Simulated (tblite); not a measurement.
Species: hydrogen oxalate, C₂HO₄ (charge -1).
Bonds: O1–C2 (double), C2–O3, C2–C4, C4–O5 (double), C4–O6. Hydrogens: H7 on O6.
Bond orders are those of one Lewis drawing.

Computed with GFN2-xTB (tblite), gas phase: Langevin dynamics at 300 K from the optimised GFN2-xTB geometry, time step 0.5 fs, friction 0.01 fs⁻¹, 2000 steps. The instantaneous temperature is 2·E(kin)/(3Nk) with all 3N coordinates.

```
t (fs)  T (K)  E(pot) above start (eV)  O1=C2 (Å)  C2–O3 (Å)  C2–C4 (Å)  C4=O5 (Å)  C4–O6 (Å)  O6–H7 (Å)  O1–C2–C4–O5 (°)
     0    243                    0.000      1.232      1.232      1.599      1.213      1.353      0.973              180
    50    380                    0.099      1.228      1.242      1.561      1.189      1.427      0.967              166
   100    392                    0.138      1.243      1.259      1.574      1.232      1.337      0.991              147
   150    505                    0.144      1.209      1.260      1.545      1.168      1.381      0.984              138
   200    419                    0.203      1.250      1.195      1.573      1.273      1.374      0.975              100
   250    637                    0.036      1.240      1.233      1.568      1.188      1.346      0.998               84
   300    462                   -0.002      1.228      1.253      1.604      1.241      1.374      0.969               76
   350    257                    0.063      1.266      1.250      1.565      1.193      1.354      0.966               70
   400    506                   -0.034      1.249      1.233      1.578      1.203      1.372      0.975               67
   450    326                    0.007      1.223      1.230      1.484      1.222      1.334      0.980               70
   500    336                    0.040      1.269      1.211      1.559      1.184      1.374      0.962               77
   550    476                   -0.007      1.217      1.237      1.593      1.223      1.406      0.950               81
   600    226                    0.103      1.205      1.221      1.569      1.224      1.309      0.953               80
   650    308                    0.185      1.236      1.181      1.622      1.205      1.370      0.947               75
   700    420                    0.062      1.219      1.217      1.536      1.246      1.363      0.925               74
   750    400                    0.096      1.229      1.233      1.583      1.175      1.337      0.939               76
   800    208                    0.152      1.266      1.218      1.570      1.259      1.361      0.989               77
   850    326                   -0.015      1.246      1.249      1.535      1.190      1.359      0.976               94
   900    329                    0.035      1.247      1.231      1.638      1.224      1.371      0.968              108
   950    516                    0.016      1.226      1.290      1.552      1.205      1.343      0.949               98
  1000    343                    0.031      1.240      1.246      1.627      1.233      1.381      0.998               91
```

Question: From 500 fs on, how do temperature and potential energy compare with equipartition?

Answer: The mean temperature of these 11 frames is 353 K against the target 300 K, and the mean potential energy 0.06 eV against 15 × kT/2 = 0.19 eV for 15 classical harmonic modes. For 7 atoms in a canonical ensemble the temperature itself scatters by T·√(2/(3N)) = 93 K; here its standard deviation is 90 K. The whole run lasts only 10 friction times of 100 fs, so these averages carry a wide statistical error.

Question: What are the kinetic and total energies of the listed frame with the highest potential energy?

Answer: The one at 200 fs, 0.203 eV above the start. Its kinetic energy is 3NkT/2 = 0.379 eV at 419 K, so the sum is 0.58 eV; over the listed frames the sum runs from 0.22 to 0.61 eV, since the thermostat adds and removes energy.

Question: How much do the listed bonds fluctuate from 500 fs on?

Answer: 
```tsv
bond	at the start (Å)	mean (Å)	standard deviation (Å)
O1=C2	1.232	1.236	0.019
C2–O3	1.232	1.230	0.026
C2–C4	1.599	1.580	0.034
C4=O5	1.213	1.215	0.025
C4–O6	1.353	1.361	0.024
O6–H7	0.973	0.959	0.021
```

The motion is classical and holds no zero-point motion.

What follows is the cost of the whole dynamics run. On one thread of an Arm Neoverse N1, no GPU, shared host with 64 logical CPUs at a one-minute load of 55, this took 8.7 s of wall time and 0.18 GiB of memory at its peak.
